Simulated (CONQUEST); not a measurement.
# Sn (Fd-3m) in CONQUEST: reference runs

How does Sn come out in PBEsol? The cell is run as given and disturbed.

Everything below comes from runs of CONQUEST 1.3. Logs are shortened: lines on timing, memory, paths and dates and some standing lists are left out, and cuts for length are marked.

**1. The crystal as given**

Symmetry: Fd-3m, No. 227, cubic system. The conventional cell has a = 6.467 Å, b = 6.467 Å, c = 6.467 Å, α = 90.00°, β = 90.00°, γ = 90.00°. Sn (site symmetry -43m) is surrounded by 4 Sn at 2.80 Å.

This isn't the form of Sn at room conditions, which is tetragonal (white tin).

**2. Single point, PBEsol**

The input, Conquest_input:

```
IO.Title Sn
IO.Coordinates coords.dat
IO.FractionalAtomicCoords T
IO.Iprint 2
IO.Iprint_init 1
General.NumberOfSpecies 1
General.PseudopotentialType hamann
AtomMove.TypeOfRun static
AtomMove.FullStress T
Grid.GridCutoff 120
DM.SolutionMethod diagon
Diag.MPMesh T
Diag.GammaCentred T
Diag.MPMeshX 6
Diag.MPMeshY 6
Diag.MPMeshZ 4
Diag.kT 0.00183747
minE.SCTolerance 1e-6
SC.MaxIters 100
IO.AtomChargeOutput T
IO.DumpChargeDensity T
IO.DumpESPot T
%block ChemicalSpeciesLabel
1 118.710 Sn
%endblock
```

The input, coords.dat:

```
    8.6410320509     0.0000000000     0.0000000000
    0.0000000000     8.6410320509     0.0000000000
    0.0000000000     0.0000000000    12.2202647181
4
  0.0000000000   0.5000000000   0.2500000000 1 T T T
  0.5000000000   0.0000000000   0.7500000000 1 T T T
  0.0000000000   0.0000000000   0.5000000000 1 T T T
  0.5000000000   0.5000000000   0.0000000000 1 T T T
```

Potentials or basis: PseudoDojo NC PBEsol, DZP, grid cutoff 120 Ha.

Started as:

```console
$ OMP_NUM_THREADS=1 Conquest
```

Log:

```text
Simulation cell dimensions:     8.6410 a0 x     8.6410 a0 x    12.2203 a0

      Atomic coordinates (a0)
         Atom         X         Y         Z  Species
            1    0.0000    4.3205    3.0551        1
            2    4.3205    0.0000    9.1652        1
            3    0.0000    0.0000    6.1101        1
            4    4.3205    4.3205    0.0000        1

         Monkhorst-Pack mesh:   6 x   6 x   4 gamma-centred
        This calculation includes non-local pseudopotentials,
         with a maximum core radius of      7.49378415

    Job title: Sn
    Job to be run: static calculation

[... 5 lines left out ...]
      Using Fermi-Dirac smearing

    Integration grid size:     48 x   48 x   64

    Integration grid spacing:  0.180 a0 x 0.180 a0 x 0.191 a0

    Number of species:  1
    --------------------------------------------------------
    |   #  mass (au)  Charge (e)  SF Rad (a0)  NSF  Label  |
    --------------------------------------------------------
    |   1    118.710      14.000        7.829   18  Sn     |
    --------------------------------------------------------
          SCF tolerance:                 0.00000100
          SCF iterations:               100

    LibXC version:  6. 2. 2
    Using the GGA functional Perdew, Burke & Ernzerhof SOL
    Using the GGA functional Perdew, Burke & Ernzerhof SOL

           radial cut-off to be used is taken to be max PAO cut-off radius for this species:    7.493784

           greatest ang. mom. for making density from PAOs:  2
    Minimum blocs/proc is     2304. Maximum blocs/proc is     2304
    set_atom_dens: In set_atomic_density, electrons :      56.000000000000
 matrix_size & matrix_size_padH =           72          72

    Screened ion int: energy:    -235.540678990743 Ha

    new_SC_potl: Starting.  Tolerance:  0.10000E-05

    PulayMixSC: Starting Pulay mixing, A_up =  0.500 A_dn =  0.500
    PulayMixSC: Spin non-polarised calculation.
          Harris-Foulkes Energy            :      -314.475787345925710 Ha
          GroundState Energy (E-(1/2)TS)   :      -314.475864912397753 Ha
          Free Energy (E-TS)               :      -314.475942478869854 Ha
          DFT Total Energy                 :      -314.459740299113037 Ha
          Total number of electrons        :        55.999999999993832
    PulayMixSC: Pulay iteration     1 residual:              0.13994E-02
          Harris-Foulkes Energy            :      -314.465563979840340 Ha
          GroundState Energy (E-(1/2)TS)   :      -314.465641391574934 Ha
          Free Energy (E-TS)               :      -314.465718803309585 Ha
          DFT Total Energy                 :      -314.464096706151679 Ha
          Total number of electrons        :        56.000047021477052
    PulayMixSC: Pulay iteration     2 residual:              0.51117E-03
          Harris-Foulkes Energy            :      -314.464462931270418 Ha
          GroundState Energy (E-(1/2)TS)   :      -314.464539501396928 Ha
          Free Energy (E-TS)               :      -314.464616071523437 Ha
          DFT Total Energy                 :      -314.464439496108298 Ha
          Total number of electrons        :        56.000080723443077
    PulayMixSC: Pulay iteration     3 residual:              0.10386E-03
          Harris-Foulkes Energy            :      -314.464445682844087 Ha
          GroundState Energy (E-(1/2)TS)   :      -314.464521837036159 Ha
          Free Energy (E-TS)               :      -314.464597991228288 Ha
          DFT Total Energy                 :      -314.464445299854333 Ha
          Total number of electrons        :        56.000091133987304
    PulayMixSC: Pulay iteration     4 residual:              0.98254E-05
          Harris-Foulkes Energy            :      -314.464444927317061 Ha
          GroundState Energy (E-(1/2)TS)   :      -314.464521136306189 Ha
          Free Energy (E-TS)               :      -314.464597345295317 Ha
          DFT Total Energy                 :      -314.464444895055408 Ha
          Total number of electrons        :        56.000090697012816
    PulayMixSC: Pulay iteration     5 residual:              0.15877E-05
          Harris-Foulkes Energy            :      -314.464445026695671 Ha
          GroundState Energy (E-(1/2)TS)   :      -314.464521239105864 Ha
          Free Energy (E-TS)               :      -314.464597451516056 Ha
          DFT Total Energy                 :      -314.464445026653607 Ha
          Total number of electrons        :        56.000089360254755
    PulayMixSC: Pulay iteration     6 residual:              0.65667E-07
    PulayMixSC: Reached SCF tolerance of  0.65667E-07 after      6 iterations
      | Number of electrons      =        56.000089
      |* band energy as 2Tr[K.H] =       -43.041173766872021 Ha
      |  screened ion-ion energy =      -235.540678990743061 Ha
      |  Ha correction           =         1.205352388643045 Ha
      |  XC correction           =       -37.087943838986668 Ha
      | GS Energy as E-(1/2)TS   =      -314.464521239105864 Ha
      | Free Energy as E-TS      =      -314.464597451516056 Ha
      |* Harris-Foulkes energy   =      -314.464445026695671 Ha
      |* DFT total energy        =      -314.464445026653607 Ha
      |  estimated accuracy      =        -0.000000000042064 Ha

    force: Forces on atoms (Ha/a0)
    force:  Atom   X              Y              Z
    force:     1   0.0000000000  -0.0000000000   0.0000000000
    force:     2  -0.0000000000  -0.0000000000  -0.0000000000
    force:     3   0.0000000000   0.0000000000  -0.0000000000
    force:     4  -0.0000000000  -0.0000000000   0.0000000000

    force: Maximum force :        0.00000000(Ha/a0) on atom         2 in z direction
    force: Force Residual:        0.00000000 Ha/a0
    force: Total stress:         -1.58045805     0.00000000     0.00000000 GPa
                            -0.00000000    -1.58045805     0.00000000
                             0.00000000     0.00000000    -1.33868016
    force: Average pressure:      1.49986542 GPa

    force: Finished force
    get_E_and_F: Change in energy during last step of electronic optimisation: -0.99379E-07

    BIBLIOGRAPHY: Please consider citing the following references in the conquest.bib file

    CONQUEST:         Bowler2002pt, Miyazaki2004, Nakata2020
    Basis:            Bowler2019
    DM:               Bowler:2006xr
    Pseudopotentials: Hamann2013, Bowler2019
    XC references from LibXC:
```

It took 35 s on 1 thread of Intel Xeon 6975P-C (Granite Rapids), shared host; peak memory 0.89 GiB.

Results:

```
Free energy            : -8557.0176 eV
Pressure               : 1.5 GPa
Band gap on the k mesh : none (metal or under the smearing width)
```

Caveat: the box holds several primitive cells, so bands are folded and the points are those of the box's own zone; the basis of atomic orbitals isn't converged, which shifts pressures, moduli and gaps; the real-space grid breaks the cell's symmetry a little.

**3. Single point, PBEsol (atoms moved at random, drawn with an rms of 0.05 Å)**

Conquest_input: that of step 2 with these lines changed.

```diff
@@ -20,4 +20,2 @@
 IO.AtomChargeOutput T
-IO.DumpChargeDensity T
-IO.DumpESPot T
 %block ChemicalSpeciesLabel
```

The input, coords.dat:

```
    8.6410320509     0.0000000000     0.0000000000
    0.0000000000     8.6410320509     0.0000000000
    0.0000000000     0.0000000000    12.2202647181
4
  0.0177595000   0.4961525000   0.2551715000 1 T T T
  0.5177595000   0.9961525000   0.7551715000 1 T T T
  0.0018455000   0.9928345000   0.5018365000 1 T T T
  0.5018455000   0.4928345000   0.0018365000 1 T T T
```

Potentials or basis: PseudoDojo NC PBEsol, DZP, grid cutoff 120 Ha.

Started as:

```console
$ OMP_NUM_THREADS=1 Conquest
```

It took 34 s on 1 thread of Intel Xeon 6975P-C (Granite Rapids), shared host; peak memory 0.89 GiB.

It converged, with:

- Free energy: -8556.9718 eV
- Pressure: 1.6 GPa
- Largest force: 0.593 eV/Å
- Band gap on the k mesh: none (metal or under the smearing width)

Forces in eV/Å, atoms in the order of the input:
```
Sn  -0.567 -0.133 -0.109
Sn  -0.567 -0.133 -0.109
Sn   0.565  0.122  0.108
Sn   0.565  0.122  0.108
```

Levels at points of the mesh, in eV from the Fermi level:
```tsv
k point	band 24	band 25	band 26	band 27	band 28	band 29	band 30	band 31	band 32	band 33
(0.00, 0.00, 0.00)	-2.55	-2.49	-0.65	-0.13	0.03	0.37	0.68	0.76	1.97	2.24
(0.00, 0.00, 0.50)	-4.23	-1.67	-1.67	-1.60	-1.60	0.99	0.99	2.26	2.26	4.94
(0.00, 0.50, 0.00)	-5.73	-3.12	-3.12	-1.17	-1.17	1.61	1.61	3.98	3.98	4.46
(0.00, 0.50, 0.50)	-6.42	-1.33	-1.31	-0.99	-0.98	-0.05	0.00	2.98	3.01	3.46
(0.50, 0.00, 0.00)	-5.62	-3.10	-3.10	-1.27	-1.27	1.55	1.55	4.09	4.09	4.40
(0.50, 0.00, 0.50)	-6.14	-1.28	-1.25	-1.12	-1.01	-0.20	0.05	3.06	3.07	3.24
(0.50, 0.50, 0.00)	-7.46	-2.60	-2.57	-2.48	-2.46	0.60	0.64	0.81	0.86	8.05
(0.50, 0.50, 0.50)	-7.41	-3.23	-3.23	-3.06	-3.06	3.55	3.55	3.60	3.60	3.92
```

Caveat: the box holds several primitive cells, so bands are folded and the points are those of the box's own zone; the basis of atomic orbitals isn't converged, which shifts pressures, moduli and gaps.
